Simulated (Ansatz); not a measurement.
**MgO: moving O off its site**

MgO, Fm-3m, a = 4.270 Å (as given, not relaxed at this level: -1.7 GPa). Ansatz: PBE, PAW, 420 eV, Γ-centred 10×10×10 mesh on 2 atoms, Gaussian smearing 0.05 eV; no spin polarisation.

```yaml
crystal:
  lattice:
    - [0.00000, 2.13515, 2.13515]
    - [2.13515, 0.00000, 2.13515]
    - [2.13515, 2.13515, 0.00000]
  atoms:
    - { symbol: Mg, position: [0.00000, 0.00000, 0.00000] }
    - { symbol: O, position: [0.50000, 0.50000, 0.50000] }
```

Atom 2 (O) moves by x along the unit vector (0.000, 0.000, 1.000), with its periodic images; all else is held. y is the free energy of the cell over the start, F the force along the path summed over the moved atoms. Symmetry makes y even in x.

| x (Å) | y (meV) | F (eV/Å) |
| --- | --- | --- |
| -0.1000 | 23.09 | 0.48 |
| -0.0500 | ? | ? |
| 0.0000 | 0.00 | 0.00 |
| 0.0125 | 0.35 | -0.06 |
| 0.0250 | 1.39 | -0.11 |
| 0.0375 | 3.14 | -0.17 |
| 0.0625 | 8.81 | -0.29 |
| 0.0750 | 12.78 | -0.35 |
| 0.0875 | 17.52 | -0.41 |

Fit y = c2 x² + c4 x⁴ to the energies of the other rows, give the force constant, and predict energy and force of the missing row.

Least squares on the rows shown. y = 2222.1 x² + 8688.0 x⁴. The force constant is 2 c2 = 4.44 eV/Å² (for all images moving together, not for a lone atom). With two atoms in a cubic cell this is the optical mode at Γ without the LO field: ω = 521.5 √(2 c2/μ) = 354 cm⁻¹ for μ = 9.65 u. The force −dy/dx at the missing row is 0.23 eV/Å (computed 0.23). At x = -0.0500 the fit asked for gives 5.61 meV. The run gave 5.61 meV, the same to the digits shown.